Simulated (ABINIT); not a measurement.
Sc, 2 atoms in the cell. Symmetry: P6_3/mmc, No. 194, hexagonal system. The conventional cell has a = 3.309 Å, b = 3.309 Å, c = 5.273 Å, α = 90.00°, β = 90.00°, γ = 120.00°. Sc (site symmetry -6m2) has 12 Sc at 3.26 to 3.31 Å as nearest neighbours. 

| Quantity | Value |
| --- | --- |
| Program | ABINIT 10.8.3 (patched build) |
| Task | phonons |
| Functional | PBE |
| Potentials or basis | JTH PAW PBE v2.0 |
| Cutoff | 354 eV |
| k mesh | 12 × 12 × 6 |
| Occupations | fermi-dirac, width 0.136 eV |
| Spin | no spin polarisation |
| Stop of the response cycle (tolvrs) | 1e-09 |
| Acoustic sum rule (asr) | 2 |
| Fine-grid cutoff | 707.496 eV |

Potentials or basis: JTH PAW PBE v2.0.

Launch:

```console
$ abinit run.abi > log 2>&1
$ mrgddb < mrgddb.in > mrgddb.log 2>&1
$ anaddb anaddb.abi > anaddb.log 2>&1
```

Hardware: 1 thread of Arm Neoverse V2, with other jobs on the host.

How long does it take, and how much memory?

It took 5.8 min on 1 thread of Arm Neoverse V2, with other jobs on the host, peak memory 0.63 GiB. Counts: scf iterations 40, mpi ranks 1, k points 76, bands 19, plane waves 780.
